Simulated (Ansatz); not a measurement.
# Relaxing Sn

These are results of DFT PBE, scalar-relativistic, plane waves, PAW in Ansatz, not measurements. Cutoff 420 eV, Γ-centred k mesh, Gaussian smearing, no spin polarisation in the final step.

The start puts Sn on the grey arsenic (A7) structure type (R-3m, No. 166), at a guessed volume.

```
CELL_PARAMETERS angstrom
2.25953 1.30454 4.19002
-2.25953 1.30454 4.19002
0.00000 -2.60908 4.19002
ATOMIC_POSITIONS crystal
Sn 0.22754 0.22754 0.22754
Sn 0.77246 0.77246 0.77246
```

Cell and atoms relax at zero pressure; the relaxation can't lower the symmetry of the start. After a coarse first stage the cell is made exact in the group found at 0.06 Å.

Energies count from the standard state of Sn at the same level.

**Question.** What does it relax into?

**Answer.** It keeps R-3m (No. 166), but not the shape of the type it started on. Conventional cell: a = 4.258 Å, c = 5.611 Å. Sn is coordinated by 6 Sn at 3.09 Å.

```xyz
1
Lattice="2.1290 1.2292 1.8703 -2.1290 1.2292 1.8703 0.0000 -2.4584 1.8703" Properties=species:S:1:pos:R:3 pbc="T T T"
Sn    0.0000    0.0000    2.8054
```

**Question.** What are its volume, energy, density and gap?

**Answer.** The volume per atom is 29.37 Å³, the density is 6.71 g/cm³ and the energy over the standard structure is 0.08 eV/atom. The gap on the 15×15×15 mesh is 0 eV (a metal).

The final run used a 15×15×15 mesh on its 1-atom cell and 0.10 eV smearing. The k mesh leaves about 4 meV/atom of noise in metals. A structure relaxed within its symmetry needn't be a true minimum.